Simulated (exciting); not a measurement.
# ZrC (Fm-3m) in exciting: equation of state

How stiff is ZrC in PBEsol, and what volume does it want? The cell is scaled to several volumes.

Program: exciting (release sodium). These are calculated values, not measurements. Logs are shortened: lines on timing, memory, paths and dates and some standing lists are left out, and cuts for length are marked.

### 1 Starting point

It takes space group Fm-3m (No. 225, cubic). Conventional cell: a = 4.730 Å, b = 4.730 Å, c = 4.730 Å, α = 90.00°, β = 90.00°, γ = 90.00°. Around Zr (site symmetry m-3m) lie 6 C at 2.37 Å. Around C (site symmetry m-3m) lie 6 Zr at 2.37 Å.

### 2 Equation of state, PBEsol, 12.43 Å³/atom (volume scaled by 0.94)

The input, input.xml:

```xml
<input>
  <title>ZrC</title>
  <structure speciespath="./" tshift="false">
    <crystal scale="1">
      <basevect>0.000000000000 4.377968475148 4.377968475148</basevect>
      <basevect>4.377968475148 0.000000000000 4.377968475148</basevect>
      <basevect>4.377968475148 4.377968475148 0.000000000000</basevect>
    </crystal>
    <species speciesfile="Zr.xml" rmt="2.3">
      <atom coord="0.500000000000 0.500000000000 0.500000000000"/>
    </species>
    <species speciesfile="C.xml" rmt="1.45">
      <atom coord="0.000000000000 0.000000000000 0.000000000000"/>
    </species>
  </structure>
  <groundstate do="fromscratch" ngridk="10 10 10" rgkmax="7.5" gmaxvr="14" lmaxapw="10" lmaxmat="10" lmaxvr="8" xctype="GGA_PBE_SOL" stype="Fermi Dirac" swidth="0.00183747" nempty="14" ValenceRelativity="iora*" epsengy="1e-05" epspot="1e-05" maxscl="60" outputlevel="normal"/>
</input>
```

Potentials or basis: all-electron LAPW+lo, shipped species files, valence relativity iora*.

On the command line:

```bash
$ OMP_NUM_THREADS=1 exciting_smp
```

INFO.OUT:

```text
================================================================================
EXCITING SODIUM started
[... 10 lines left out ...]

 Lattice vectors (cartesian) :
      0.0000000000      4.3779684751      4.3779684751
      4.3779684751      0.0000000000      4.3779684751
      4.3779684751      4.3779684751      0.0000000000

 Reciprocal lattice vectors (cartesian) :
     -0.7175914289      0.7175914289      0.7175914289
      0.7175914289     -0.7175914289      0.7175914289
      0.7175914289      0.7175914289     -0.7175914289

 Unit cell volume                           :     167.8216109310
 Brillouin zone volume                      :       1.4780588273

 Species :    1 (Zr)
     parameters loaded from                 :    Zr.xml
     name                                   :    zirconium
     nuclear charge                         :     -40.00000000
     electronic charge                      :      40.00000000
     atomic mass                            :  166291.17910000
     muffin-tin radius                      :       2.30000000
     # of radial points in muffin-tin       :     400

     atomic positions (lattice) :
       1 :   0.50000000  0.50000000  0.50000000

 Species :    2 (C)
     parameters loaded from                 :    C.xml
     name                                   :    carbon
     nuclear charge                         :      -6.00000000
     electronic charge                      :       6.00000000
     atomic mass                            :   21894.16673000
     muffin-tin radius                      :       1.45000000
     # of radial points in muffin-tin       :     250

     atomic positions (lattice) :
       1 :   0.00000000  0.00000000  0.00000000

 Total number of atoms per unit cell        :       2

 Spin treatment                             :    spin-unpolarised

 Number of Bravais lattice symmetries       :      48
 Number of crystal symmetries               :      48

 k-point grid                               :      10   10   10
 Total number of k-points                   :      47
 k-point set is reduced with crystal symmetries

 R^MT_min * |G+k|_max (rgkmax)              :       7.50000000
 Species with R^MT_min                      :       2 (C)
 Maximum |G+k| for APW functions            :       5.17241379
 Maximum |G| for potential and density      :      14.00000000

 G-vector grid sizes                        :      30    30    30
 Total number of G-vectors                  :    7799

 Maximum angular momentum used for
     APW functions                          :      10
     computing H and O matrix elements      :      10
     potential and density                  :       8
     inner part of muffin-tin               :       2

 Total nuclear charge                       :     -46.00000000
 Total electronic charge                    :      46.00000000
 Total core charge                          :      30.00000000
 Total valence charge                       :      16.00000000

 Number of empty states                     :      14
 Total number of valence states             :      23

 Maximum Hamiltonian size                   :     417
 Maximum number of plane-waves              :     400
 Total number of local-orbitals             :      17

 Exchange-correlation type                  :      22
     PBEsol, Phys. Rev. Lett. 100, 136406 (2008)
     Generalised gradient approximation (GGA)

 Smearing scheme                            :    Fermi-Dirac
 Smearing width                             :       0.00183747

 Using multisecant Broyden potential mixing
[... 6 lines left out ...]
* Groundstate module started                                                   *
********************************************************************************
 Output level for this task is set to normal

++++++++++++++++++++++++++++++++++++++++++++++++++++++++++++++++++++++++++++++++
[... 5 lines left out ...]
+ SCF iteration number :    1                                                  +
++++++++++++++++++++++++++++++++++++++++++++++++++++++++++++++++++++++++++++++++
 Total energy                               :     -3629.06772921
 _______________________________________________________________
 Fermi energy                               :         0.36861965
 Kinetic energy                             :      3759.05997390
 Coulomb energy                             :     -7270.53049137
 Exchange energy                            :      -115.03261445
 Correlation energy                         :        -2.56459729

 DOS at Fermi energy (states/Ha/cell)       :         3.78664131

 Electron charges :
     core                                   :        30.00000000
     core leakage                           :         0.00010321
     valence                                :        16.00000000
     interstitial                           :         4.33931656
     charge in muffin-tin spheres :
                  atom     1    Zr          :        36.83573590
                  atom     2     C          :         4.82494754
     total charge in muffin-tins            :        41.66068344
     total charge                           :        46.00000000
[... 490 lines left out ...]
 Electron charges :
     core                                   :        30.00000000
     core leakage                           :         0.00010369
     valence                                :        16.00000000
     interstitial                           :         4.44730395
     charge in muffin-tin spheres :
                  atom     1    Zr          :        37.33021133
                  atom     2     C          :         4.22248473
     total charge in muffin-tins            :        41.55269605
     total charge                           :        46.00000000

 RMS change in effective potential (target) :  0.493609E-08  ( 0.100000E-04)
 Absolute change in total energy   (target) :  0.711505E-06  ( 0.100000E-04)
 Charge distance                   (target) :  0.185999E-08  ( 0.100000E-04)

++++++++++++++++++++++++++++++++++++++++++++++++++++++++++++++++++++++++++++++++
| Convergency criteria checked for the last 2 iterations                       +
| Convergence targets achieved. Performing final SCF iteration                 +
++++++++++++++++++++++++++++++++++++++++++++++++++++++++++++++++++++++++++++++++
 Total energy                               :     -3635.20281258
 _______________________________________________________________
 Fermi energy                               :         0.43870516
 Kinetic energy                             :      3754.48918456
 Coulomb energy                             :     -7272.11150720
 Exchange energy                            :      -115.00152808
 Correlation energy                         :        -2.57896185

 DOS at Fermi energy (states/Ha/cell)       :         7.71045811

 Electron charges :
     core                                   :        30.00000000
     core leakage                           :         0.00010369
     valence                                :        16.00000000
     interstitial                           :         4.44730395
     charge in muffin-tin spheres :
                  atom     1    Zr          :        37.33021134
                  atom     2     C          :         4.22248471
     total charge in muffin-tins            :        41.55269605
     total charge                           :        46.00000000

++++++++++++++++++++++++++++++++++++++++++++++++++++++++++++++++++++++++++++++++
[... 7 lines left out ...]

--------------------------------------------------------------------------------
- CAUTION! Warnings have been written in file WARNING.OUT !                    -
--------------------------------------------------------------------------------
================================================================================
| EXCITING SODIUM stopped                                                      =
================================================================================
```

LINENGY.OUT:

```text
Species :    1 (Zr), atom :    1
 APW functions :
  l =  0, order =  1 :    1.105000000
  l =  1, order =  1 :  -0.4775000000
  l =  2, order =  1 :   0.4350000000
  l =  3, order =  1 :   0.1500000000
  l =  3, order =  2 :   0.1500000000
  l =  4, order =  1 :   0.1500000000
[... 11 lines left out ...]
  l = 10, order =  1 :   0.1500000000
  l = 10, order =  2 :   0.1500000000
 local-orbital functions :
  l.o. =  1, l =  0, order =  1 :    1.105000000
  l.o. =  1, l =  0, order =  2 :    1.105000000
  l.o. =  2, l =  1, order =  1 :  -0.4775000000
  l.o. =  2, l =  1, order =  2 :  -0.4775000000
  l.o. =  3, l =  2, order =  1 :   0.4350000000
  l.o. =  3, l =  2, order =  2 :   0.4350000000
  l.o. =  4, l =  0, order =  1 :    1.105000000
  l.o. =  4, l =  0, order =  2 :    1.105000000
  l.o. =  4, l =  0, order =  3 :   -1.305200000
  l.o. =  5, l =  1, order =  1 :  -0.4775000000
  l.o. =  5, l =  1, order =  2 :  -0.4775000000
  l.o. =  5, l =  1, order =  3 :  -0.4746000000

Species :    2 (C), atom :    1
 APW functions :
  l =  0, order =  1 :   0.1500000000
  l =  1, order =  1 :   0.4000000000
  l =  2, order =  1 :   0.1500000000
  l =  2, order =  2 :   0.1500000000
  l =  3, order =  1 :   0.1500000000
  l =  3, order =  2 :   0.1500000000
[... 12 lines left out ...]
  l = 10, order =  1 :   0.1500000000
  l = 10, order =  2 :   0.1500000000
 local-orbital functions :
  l.o. =  1, l =  0, order =  1 :   0.1500000000
  l.o. =  1, l =  0, order =  2 :   0.1500000000
  l.o. =  2, l =  1, order =  1 :   0.4000000000
  l.o. =  2, l =  1, order =  2 :   0.4000000000
```

Wall time 4 min (1 thread of Arm Neoverse V1, shared host); peak memory 0.13 GiB.

What came out:

- Free energy: -98918.9103 eV
- Band gap on the k mesh: none (metal or under the smearing width)
- All electrons inside the program's atomic spheres: Zr 37.33; C 4.22 (radii Zr 2.3, C 1.45 bohr)

Caveat: the log's total energy holds no entropy term; the free energy is that total less TS from the occupations.

### 3 Equation of state, PBEsol, 12.70 Å³/atom (volume scaled by 0.96)

Changes to input.xml since step 2:

```diff
@@ -4,5 +4,5 @@
     <crystal scale="1">
-      <basevect>0.000000000000 4.377968475148 4.377968475148</basevect>
-      <basevect>4.377968475148 0.000000000000 4.377968475148</basevect>
-      <basevect>4.377968475148 4.377968475148 0.000000000000</basevect>
+      <basevect>0.000000000000 4.408800254869 4.408800254869</basevect>
+      <basevect>4.408800254869 0.000000000000 4.408800254869</basevect>
+      <basevect>4.408800254869 4.408800254869 0.000000000000</basevect>
     </crystal>
```

Potentials or basis: all-electron LAPW+lo, shipped species files, valence relativity iora*.

On the command line:

```bash
$ OMP_NUM_THREADS=1 exciting_smp
```

Run time: 4.2 min. Hardware: 1 thread of Arm Neoverse V1, shared host; peak memory 0.13 GiB.

Results (log left out):

| Property | Result |
| --- | --- |
| Free energy | -98918.9208 eV |
| Band gap on the k mesh | none (metal or under the smearing width) |
| All electrons inside the program's atomic spheres | Zr 37.30; C 4.21 (radii Zr 2.3, C 1.45 bohr) |

Caveat: the log's total energy holds no entropy term; the free energy is that total less TS from the occupations.

### 4 Equation of state, PBEsol, 12.96 Å³/atom (volume scaled by 0.98)

Changes to input.xml since step 3:

```diff
@@ -4,5 +4,5 @@
     <crystal scale="1">
-      <basevect>0.000000000000 4.408800254869 4.408800254869</basevect>
-      <basevect>4.408800254869 0.000000000000 4.408800254869</basevect>
-      <basevect>4.408800254869 4.408800254869 0.000000000000</basevect>
+      <basevect>0.000000000000 4.439206734718 4.439206734718</basevect>
+      <basevect>4.439206734718 0.000000000000 4.439206734718</basevect>
+      <basevect>4.439206734718 4.439206734718 0.000000000000</basevect>
     </crystal>
```

On the command line:

```bash
$ OMP_NUM_THREADS=1 exciting_smp
```

Wall time 4.1 min (1 thread of Arm Neoverse V1, shared host); peak memory 0.13 GiB.

The run converged. Its results:

```yaml
Free_energy: -98918.9149 eV
Band_gap_on_the_k_mesh: none (metal or under the smearing width)
All_electrons_inside_the_program's_atomic_spheres: Zr 37.27; C 4.20 (radii Zr 2.3, C 1.45 bohr)
```

Caveat: the log's total energy holds no entropy term; the free energy is that total less TS from the occupations.

### 5 Equation of state, PBEsol, 13.23 Å³/atom

Changes to input.xml since step 4:

```diff
@@ -4,5 +4,5 @@
     <crystal scale="1">
-      <basevect>0.000000000000 4.439206734718 4.439206734718</basevect>
-      <basevect>4.439206734718 0.000000000000 4.439206734718</basevect>
-      <basevect>4.439206734718 4.439206734718 0.000000000000</basevect>
+      <basevect>0.000000000000 4.469202284740 4.469202284740</basevect>
+      <basevect>4.469202284740 0.000000000000 4.469202284740</basevect>
+      <basevect>4.469202284740 4.469202284740 0.000000000000</basevect>
     </crystal>
```

On the command line:

```bash
$ OMP_NUM_THREADS=1 exciting_smp
```

Run time: 4.3 min. Hardware: 1 thread of Arm Neoverse V1, shared host; peak memory 0.13 GiB.

The run converged. Its results:

* Free energy: -98918.8941 eV
* Band gap on the k mesh: none (metal or under the smearing width)
* All electrons inside the program's atomic spheres: Zr 37.25; C 4.18 (radii Zr 2.3, C 1.45 bohr)

Caveat: the log's total energy holds no entropy term; the free energy is that total less TS from the occupations.

### 6 Equation of state, PBEsol, 13.49 Å³/atom (volume scaled by 1.02)

Changes to input.xml since step 5:

```diff
@@ -4,5 +4,5 @@
     <crystal scale="1">
-      <basevect>0.000000000000 4.469202284740 4.469202284740</basevect>
-      <basevect>4.469202284740 0.000000000000 4.469202284740</basevect>
-      <basevect>4.469202284740 4.469202284740 0.000000000000</basevect>
+      <basevect>0.000000000000 4.498800513419 4.498800513419</basevect>
+      <basevect>4.498800513419 0.000000000000 4.498800513419</basevect>
+      <basevect>4.498800513419 4.498800513419 0.000000000000</basevect>
     </crystal>
```

Potentials or basis: all-electron LAPW+lo, shipped species files, valence relativity iora*.

On the command line:

```bash
$ OMP_NUM_THREADS=1 exciting_smp
```

Wall time 4.5 min (1 thread of Arm Neoverse V1, shared host); peak memory 0.13 GiB.

Results (log left out):

```
Free energy                                       : -98918.8602 eV
Band gap on the k mesh                            : none (metal or under the smearing width)
All electrons inside the program's atomic spheres : Zr 37.22; C 4.17 (radii Zr 2.3, C 1.45 bohr)
```

Caveat: the log's total energy holds no entropy term; the free energy is that total less TS from the occupations.

### 7 Equation of state, PBEsol, 13.76 Å³/atom (volume scaled by 1.04)

Changes to input.xml since step 6:

```diff
@@ -4,5 +4,5 @@
     <crystal scale="1">
-      <basevect>0.000000000000 4.498800513419 4.498800513419</basevect>
-      <basevect>4.498800513419 0.000000000000 4.498800513419</basevect>
-      <basevect>4.498800513419 4.498800513419 0.000000000000</basevect>
+      <basevect>0.000000000000 4.528014322293 4.528014322293</basevect>
+      <basevect>4.528014322293 0.000000000000 4.528014322293</basevect>
+      <basevect>4.528014322293 4.528014322293 0.000000000000</basevect>
     </crystal>
```

On the command line:

```bash
$ OMP_NUM_THREADS=1 exciting_smp
```

Wall time 6.2 min (1 thread of Arm Neoverse V1, shared host); peak memory 0.13 GiB.

Results (log left out):

| Item | Value |
| --- | --- |
| Free energy | -98918.8140 eV |
| Band gap on the k mesh | none (metal or under the smearing width) |
| All electrons inside the program's atomic spheres | Zr 37.20; C 4.16 (radii Zr 2.3, C 1.45 bohr) |

Caveat: the log's total energy holds no entropy term; the free energy is that total less TS from the occupations.

### 8 Equation of state, PBEsol, 14.02 Å³/atom (volume scaled by 1.06)

Changes to input.xml since step 7:

```diff
@@ -4,5 +4,5 @@
     <crystal scale="1">
-      <basevect>0.000000000000 4.528014322293 4.528014322293</basevect>
-      <basevect>4.528014322293 0.000000000000 4.528014322293</basevect>
-      <basevect>4.528014322293 4.528014322293 0.000000000000</basevect>
+      <basevect>0.000000000000 4.556855955466 4.556855955466</basevect>
+      <basevect>4.556855955466 0.000000000000 4.556855955466</basevect>
+      <basevect>4.556855955466 4.556855955466 0.000000000000</basevect>
     </crystal>
```

On the command line:

```bash
$ OMP_NUM_THREADS=1 exciting_smp
```

Wall time 4.8 min (1 thread of Arm Neoverse V1, shared host); peak memory 0.13 GiB.

It converged, with:

| Quantity | Value |
| --- | --- |
| Free energy | -98918.7575 eV |
| Band gap on the k mesh | none (metal or under the smearing width) |
| All electrons inside the program's atomic spheres | Zr 37.18; C 4.15 (radii Zr 2.3, C 1.45 bohr) |

Caveat: the log's total energy holds no entropy term; the free energy is that total less TS from the occupations.

### 9 Equation of state, PBEsol

Potentials or basis: all-electron LAPW+lo, shipped species files, valence relativity iora*.

No new run: the results of the series are fitted here.

Results:

- Equilibrium volume: 12.73 Å³/atom
- Bulk modulus: 237 GPa
- Pressure derivative of the bulk modulus: 4.2

Energy against volume, from the lowest point:
```
volume (Å³/atom)  energy (meV/atom)
          12.434               5.26
          12.699               0.00
          12.963               2.94
          13.228              13.32
          13.493              30.30
          13.757              53.37
          14.022              81.66
```
